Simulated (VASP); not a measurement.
# SnTe (Pm-3m) in VASP: notebook, part 2 of 2

VASP 6.6.1.

### Step 3. Single point, LDA

INCAR

```
SYSTEM = SnTe
ADDGRID = .False.
ALGO = Normal
EDIFF = 1E-6
ENCUT = 500
GGA = CA
ISIF = 2
ISMEAR = 0
LASPH = .True.
LCHARG = .False.
LREAL = .False.
LWAVE = .False.
NELM = 100
PREC = Accurate
SIGMA = 0.05
```

KPOINTS

```
k-points
0
Gamma
  5 5 5
  0 0 0
```

POSCAR

```
SnTe
1.0
    3.9047000000      0.0000000000      0.0000000000
    0.0000000000      3.9047000000      0.0000000000
    0.0000000000      0.0000000000      3.9047000000
Te Sn
1 1
Direct
    0.5000000000      0.5000000000      0.5000000000
    0.0000000000      0.0000000000      0.0000000000
```

Potentials or basis: VASP PAW LDA potentials, release 64 (Te, Sn_d).

Command:

```sh
cat potpaw_LDA.64/Te/POTCAR potpaw_LDA.64/Sn_d/POTCAR > POTCAR
mpirun -np 1 vasp_std > vasp.out
```

OUTCAR:

```text
SYSTEM = SnTe
   EDIFF = 1E-6
   ENCUT = 500
   GGA = CA
   ISIF = 2
   ISMEAR = 0
   LASPH = .True.
   LREAL = .False.
   NELM = 100
   PREC = Accurate

 Found     10 irreducible k-points:

 Following reciprocal coordinates:
            Coordinates               Weight
  0.000000  0.000000  0.000000      1.000000
  0.200000  0.000000  0.000000      6.000000
  0.400000  0.000000  0.000000      6.000000
  0.200000  0.200000  0.000000     12.000000
  0.400000  0.200000  0.000000     24.000000
  0.400000  0.400000  0.000000     12.000000
   k-points           NKPTS =     10   k-points in BZ     NKDIM =     10   number of bands    NBANDS=     14
   number of dos      NEDOS =    301   number of ions     NIONS =      2
   total plane-waves  NPLWV =  21952
   dimension x,y,z NGX =    28 NGY =   28 NGZ =   28
   dimension x,y,z NGXF=    56 NGYF=   56 NGZF=   56
   ions per type =               1   1
   NGX,Y,Z   is equivalent  to a cutoff of  11.92, 11.92, 11.92 a.u.
   NGXF,Y,Z  is equivalent  to a cutoff of  23.84, 23.84, 23.84 a.u.
 SYSTEM =  SnTe
   PREC   = accura    normal or accurate (medium, high low for compatibility)
   ISTART =      0    job   : 0-new  1-cont  2-samecut
   ICHARG =      2    charge: 1-file 2-atom 10-const
   ISPIN  =      1    spin polarized calculation?
   LNONCOLLINEAR =      F non collinear calculations
   LSORBIT =      F    spin-orbit coupling
   LASPH  =      T    aspherical Exc in radial PAW
[... 71 lines left out ...]
     12      10.4695      0.00000
     13      12.0858      0.00000
     14      12.0858      0.00000
[... 71 lines left out ...]
      1     -14.6592      2.00000
      2     -14.6558      2.00000
      3     -14.6436      2.00000
      4     -14.6434      2.00000
      5     -14.6255      2.00000
      6      -3.7338      2.00000
      7      -0.0895      2.00000
      8       2.2838      2.00000
      9       3.2826      2.00000
     10       6.9919      0.08464
     11       9.7101      0.00000
     12       9.9023      0.00000
     13      10.6812      0.00000
     14      13.3272      0.00000

 [... further k-points ...]

------------------------ aborting loop because EDIFF is reached ----------------------------------------

  FORCE on cell =-STRESS in cart. coord.  units (eV):
  Direction    XX          YY          ZZ          XY          YZ          ZX
  --------------------------------------------------------------------------------------
  -------------------------------------------------------------------------------------
  Total       -1.5551609     -1.5551609     -1.5551609      0.0000000      0.0000000     -0.0000000
  in kB      -41.8526431    -41.8526431    -41.8526431      0.0000000      0.0000000     -0.0000000
  external PRESSURE =     -41.8526431 kB  Pullay stress =       0.0000000 kB

 VOLUME and BASIS-vectors are now :
 -----------------------------------------------------------------------------
  energy-cutoff  :      500.00
  volume of cell :       59.53
      direct lattice vectors                 reciprocal lattice vectors
     3.904700000  0.000000000  0.000000000     0.256101621  0.000000000  0.000000000
     0.000000000  3.904700000  0.000000000     0.000000000  0.256101621  0.000000000
     0.000000000  0.000000000  3.904700000     0.000000000  0.000000000  0.256101621

 POSITION                                       TOTAL-FORCE (eV/Angst)
 -----------------------------------------------------------------------------------
      1.95235      1.95235      1.95235         0.000000      0.000000      0.000000
      0.00000      0.00000      0.00000         0.000000      0.000000      0.000000
 -----------------------------------------------------------------------------------
    total drift:                                0.000000      0.000000     -0.000000

  FREE ENERGIE OF THE ION-ELECTRON SYSTEM (eV)
  ---------------------------------------------------
  free  energy   TOTEN  =        -8.3469910257 eV

  energy  without entropy=       -8.3445962202  energy(sigma->0) =       -8.34579362
```

OSZICAR:

```text
N       E                     dE             d eps       ncg     rms          rms(c)
DAV:   1     0.114677372415E+03    0.11468E+03   -0.96023E+03   292   0.160E+03
DAV:   2     0.823498612524E+00   -0.11385E+03   -0.11199E+03   298   0.353E+02
DAV:   3    -0.822447329509E+01   -0.90480E+01   -0.88670E+01   376   0.947E+01
DAV:   4    -0.843169460429E+01   -0.20722E+00   -0.20717E+00   320   0.152E+01
DAV:   5    -0.844100842109E+01   -0.93138E-02   -0.93137E-02   400   0.303E+00    0.441E+00
DAV:   6    -0.835284463021E+01    0.88164E-01   -0.22451E-01   400   0.367E+00    0.290E+00
DAV:   7    -0.834805386668E+01    0.47908E-02   -0.40330E-02   346   0.115E+00    0.947E-01
DAV:   8    -0.834704378857E+01    0.10101E-02   -0.53700E-03   340   0.682E-01    0.154E-01
DAV:   9    -0.834699988562E+01    0.43903E-04   -0.68821E-04   360   0.203E-01    0.518E-02
DAV:  10    -0.834699550766E+01    0.43780E-05   -0.41939E-05   310   0.492E-02    0.398E-02
DAV:  11    -0.834699116339E+01    0.43443E-05   -0.21820E-05   362   0.419E-02    0.189E-02
DAV:  12    -0.834699102571E+01    0.13768E-06   -0.24854E-06   278   0.101E-02
   1 F= -.83469910E+01 E0= -.83457936E+01  d E =-.239481E-02
```

stdout:

```text
POSCAR found type information on POSCAR TeSn
 POSCAR found :  2 types and       2 ions
 scaLAPACK will be used
 LDA part: xc-table for (Slater(with rela. corr.)+CA(PZ))
 , standard interpolation
 POSCAR, INCAR and KPOINTS ok, starting setup
 FFT: planning ... GRIDC
 FFT: planning ... GRID_SOFT
 FFT: planning ... GRID
 WAVECAR not read
 entering main loop
```

Wall time 4.5 s (1 thread of AMD EPYC 9R14 (Zen 4), shared host); peak memory 0.11 GiB.

The run converged, but some of its settings lie outside the range that counts as converged, so its numbers aren't taken as properties of the crystal.

What came out:

* Free energy: -8.3470 eV
* Pressure: -4.2 GPa
* Band gap on the k mesh: none (metal or under the smearing width)

### Step 4. Single point, LDA

Edit INCAR of step 3 so:

```diff
@@ -4,3 +4,3 @@
 EDIFF = 1E-6
-ENCUT = 500
+ENCUT = 900
 GGA = CA
```

KPOINTS

```
k-points
0
Gamma
  4 4 4
  0 0 0
```

POSCAR is that of step 3.

Potentials or basis: VASP PAW LDA potentials, release 64 (Te, Sn_d).

Command:

```sh
cat potpaw_LDA.64/Te/POTCAR potpaw_LDA.64/Sn_d/POTCAR > POTCAR
mpirun -np 1 vasp_std > vasp.out
```

OUTCAR:

```text
SYSTEM = SnTe
   EDIFF = 1E-6
   ENCUT = 900
   GGA = CA
   ISIF = 2
   ISMEAR = 0
   LASPH = .True.
   LREAL = .False.
   NELM = 100
   PREC = Accurate

 Found     10 irreducible k-points:

 Following reciprocal coordinates:
            Coordinates               Weight
  0.000000  0.000000  0.000000      1.000000
  0.250000  0.000000  0.000000      6.000000
  0.500000  0.000000  0.000000      3.000000
  0.250000  0.250000  0.000000     12.000000
  0.500000  0.250000  0.000000     12.000000
  0.500000  0.500000  0.000000      3.000000
   k-points           NKPTS =     10   k-points in BZ     NKDIM =     10   number of bands    NBANDS=     14
   number of dos      NEDOS =    301   number of ions     NIONS =      2
   total plane-waves  NPLWV =  64000
   dimension x,y,z NGX =    40 NGY =   40 NGZ =   40
   dimension x,y,z NGXF=    80 NGYF=   80 NGZF=   80
   ions per type =               1   1
   NGX,Y,Z   is equivalent  to a cutoff of  17.03, 17.03, 17.03 a.u.
   NGXF,Y,Z  is equivalent  to a cutoff of  34.06, 34.06, 34.06 a.u.
 SYSTEM =  SnTe
   PREC   = accura    normal or accurate (medium, high low for compatibility)
   ISTART =      0    job   : 0-new  1-cont  2-samecut
   ICHARG =      2    charge: 1-file 2-atom 10-const
   ISPIN  =      1    spin polarized calculation?
   LNONCOLLINEAR =      F non collinear calculations
   LSORBIT =      F    spin-orbit coupling
   LASPH  =      T    aspherical Exc in radial PAW
[... 72 lines left out ...]
     12      10.4663      0.00000
     13      12.0985      0.00000
     14      12.0985      0.00000
[... 71 lines left out ...]
      1     -14.5642      2.00000
      2     -14.5557      2.00000
      3     -14.5460      2.00000
      4     -14.5460      2.00000
      5     -14.5217      2.00000
      6      -3.5941      2.00000
      7       0.4330      2.00000
      8       2.0829      2.00000
      9       2.0829      2.00000
     10       7.0848      0.00000
     11      10.1607      0.00000
     12      10.5681      0.00000
     13      10.5681      0.00000
     14      12.7900      0.00000

 [... further k-points ...]

------------------------ aborting loop because EDIFF is reached ----------------------------------------

  FORCE on cell =-STRESS in cart. coord.  units (eV):
  Direction    XX          YY          ZZ          XY          YZ          ZX
  --------------------------------------------------------------------------------------
  -------------------------------------------------------------------------------------
  Total       -1.4130561     -1.4130561     -1.4130561     -0.0000000     -0.0000000      0.0000000
  in kB      -38.0283049    -38.0283049    -38.0283049     -0.0000000     -0.0000000      0.0000000
  external PRESSURE =     -38.0283049 kB  Pullay stress =       0.0000000 kB

 VOLUME and BASIS-vectors are now :
 -----------------------------------------------------------------------------
  energy-cutoff  :      900.00
  volume of cell :       59.53
      direct lattice vectors                 reciprocal lattice vectors
     3.904700000  0.000000000  0.000000000     0.256101621  0.000000000  0.000000000
     0.000000000  3.904700000  0.000000000     0.000000000  0.256101621  0.000000000
     0.000000000  0.000000000  3.904700000     0.000000000  0.000000000  0.256101621

 POSITION                                       TOTAL-FORCE (eV/Angst)
 -----------------------------------------------------------------------------------
      1.95235      1.95235      1.95235         0.000000      0.000000      0.000000
      0.00000      0.00000      0.00000         0.000000      0.000000      0.000000
 -----------------------------------------------------------------------------------
    total drift:                               -0.000000      0.000000     -0.000000

  FREE ENERGIE OF THE ION-ELECTRON SYSTEM (eV)
  ---------------------------------------------------
  free  energy   TOTEN  =        -8.1680974504 eV

  energy  without entropy=       -8.1582416931  energy(sigma->0) =       -8.16316957
```

It took 15 s on 1 thread of AMD EPYC 9R14 (Zen 4), shared host; peak memory 0.17 GiB.

These settings aren't checked as converged: the numbers below hold their error.

Results:

```yaml
Free_energy: -8.1681 eV
Pressure: -3.8 GPa
Band_gap_on_the_k_mesh: none (metal or under the smearing width)
```

Caveat: the k mesh is coarse (spacing up to 0.40 Å⁻¹), so the values aren't converged.
